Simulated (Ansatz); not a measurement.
## Abstraction of Cl: C2H5ClSi2 + C4H9 → C2H5Si2 + C4H9Cl

Species: C2H5ClSi2 `[SiH3]C#C[SiH2]Cl`, singlet; C4H9 (1-butyl radical) `[CH2]CCC`, doublet; C2H5Si2 `[SiH2]C#C[SiH3]`, doublet; C4H9Cl (1-chlorobutane) `CCCCCl`, singlet. A radical takes Cl: the energy is the difference in strength between the Si–Cl bond broken and the C–Cl bond made.

Shapes, held fixed at every level: PBE0-D4/def2-TZVP. Flexible molecules stand in one conformer, not always the lowest. Programs: Ansatz 0.2.0. Electronic energies: no zero-point or thermal term.

```json
{"level": "HF/def2-SVP", "kind": "Hartree–Fock", "ΔE (kJ/mol)": "+116.8", "CPU time (sum over the molecules)": "–"}
{"level": "HF/def2-TZVPP", "kind": "Hartree–Fock", "ΔE (kJ/mol)": "+122.3", "CPU time (sum over the molecules)": "–"}
{"level": "SPW92/def2-TZVPP", "kind": "LDA", "ΔE (kJ/mol)": "+56.7", "CPU time (sum over the molecules)": "26 s"}
{"level": "B3LYP-D4/def2-TZVPP", "kind": "global hybrid", "ΔE (kJ/mol)": "+89.3", "CPU time (sum over the molecules)": "89 s"}
{"level": "wB97M-V/def2-TZVPP", "kind": "range-separated hybrid", "ΔE (kJ/mol)": "+94.8", "CPU time (sum over the molecules)": "3.3 min"}
{"level": "wB97X-V/def2-TZVPP", "kind": "range-separated hybrid", "ΔE (kJ/mol)": "+93.0", "CPU time (sum over the molecules)": "2.5 min"}
{"level": "B2PLYP/def2-TZVPP", "kind": "double hybrid", "ΔE (kJ/mol)": "+94.3", "CPU time (sum over the molecules)": "1.8 min"}
```

B2PLYP/def2-TZVPP gives ΔE = +94.3 kJ/mol; the levels span +56.7 to +122.3. The median of the levels is +94.3. No measured value is set beside it here. Spin contamination: C2H5Si2 (⟨S²⟩ up to 0.88). Open shells run unrestricted unless RO is named. Times are processor times on shared x86 and Arm servers, and rough.
